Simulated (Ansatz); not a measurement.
HfC, 2 atoms in the cell. Symmetry: Fm-3m, No. 225, cubic system. Conventional cell: a = 4.650 Å, b = 4.650 Å, c = 4.650 Å, α = 90.00°, β = 90.00°, γ = 90.00°. Hf (site symmetry m-3m) is surrounded by 6 C at 2.33 Å. C (site symmetry m-3m) is surrounded by 6 Hf at 2.33 Å. 

| Quantity | Value |
| --- | --- |
| Program | Ansatz 0.2.0 |
| Task | single point |
| Functional | PBE |
| Potentials or basis | all-electron LAPW, scalar-relativistic |
| Cutoff | 264 eV (chosen from the basis error) |
| Basis error allowed | 0.003 eV/atom |
| k mesh | 6 × 6 × 6 |
| Occupations | fermi-dirac, width 0.02 eV |
| Spin | no spin polarisation |

Potentials or basis: all-electron LAPW, scalar-relativistic.

Command:

```bash
$ ansatz run input.yaml --threads 1 --pin off --max-ram 2560MiB --backend cpu --events-out ev --progress --plain --runs-dir out
```

Hardware: 1 thread of Arm Neoverse V2 (shared host).

How long does it take, and how much memory?

Run time: 3.8 s on 1 thread of Arm Neoverse V2 (shared host), peak memory 0.28 GiB. Counts: scf iterations 8, plane waves 259, k points 16, bands 29.
